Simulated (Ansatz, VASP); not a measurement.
## One calculation of Ta, two programs

The input INCAR:

```
SYSTEM = Ta
PREC     = Accurate       ! precision mode
ENCUT    = 520            ! plane-wave cutoff, eV
EDIFF    = 1E-6           ! SCF threshold, eV
ISMEAR   = -1             ! smearing method
SIGMA    = 0.1            ! smearing width, eV
LREAL    = .FALSE.        ! projectors in reciprocal space
LASPH    = .TRUE.         ! aspherical terms in the spheres
NELM     = 60             ! most SCF steps
ALGO     = Normal         ! electronic algorithm
ISIF     = 2              ! what is computed and relaxed
LWAVE    = .FALSE.        ! write WAVECAR
LCHARG   = .FALSE.        ! write CHGCAR
GGA      = RP             ! functional
NBANDS   = 12             ! bands
```

File KPOINTS:

```
regular mesh
0
G
  22 22 22
  0 0 0
```

Contents of POSCAR:

```
Ta
1.0
   -1.6923219664      1.6923219664      1.6923219664
    1.6923219664     -1.6923219664      1.6923219664
    1.6923219664      1.6923219664     -1.6923219664
Ta
1
Direct
    0.0000000000      0.0000000000      0.0000000000
```

Input for Ansatz:

```yaml
crystal:
  lattice:
    - [-1.6923219664, 1.6923219664, 1.6923219664]
    - [1.6923219664, -1.6923219664, 1.6923219664]
    - [1.6923219664, 1.6923219664, -1.6923219664]
  atoms:
    - { symbol: Ta, position: [0.0, 0.0, 0.0] }
hamiltonian:
  xc: rpbe
  pseudopotentials:
    kind: paw
    azcp:
      Ta: "pseudopotentials/Ta.paw.azcp"
basis:
  ecutwfc: 420
  fft_grid_basis: typed
kpoints:
  mp_grid: { grid: [22, 22, 22], shift: [0, 0, 0] }
magnetization:
  spin_polarized: false
scf:
  occupations: { method: fermi_dirac, width: 0.1 }
output:
  stress: true
```

Alike in both runs: task single point; functional RPBE; k mesh 22 × 22 × 22; occupations fermi-dirac, width 0.1 eV; no spin polarisation.

|  | VASP | Ansatz |
| --- | --- | --- |
| version | VASP 6.6.1 | Ansatz 0.2.0 |
| potentials or method | VASP PAW PBE potentials, release 64 (Ta_pv) | plane waves (420 eV) with PAW, scalar-relativistic |
| plane-wave cutoff (eV) | 520 | 420 |
| valence electrons in the cell | 11 | 13 |

```csv
,VASP,Ansatz,Ansatz less VASP
pressure (GPa),-6.9,-6.9,0.00
```

The two sets of potentials don't hold the same shells in valence.

Caveats: the PAW data sets were made with another functional, which shifts forces and pressure a little (VASP). The runs have no spin-orbit coupling, so splittings on Ta are missing.
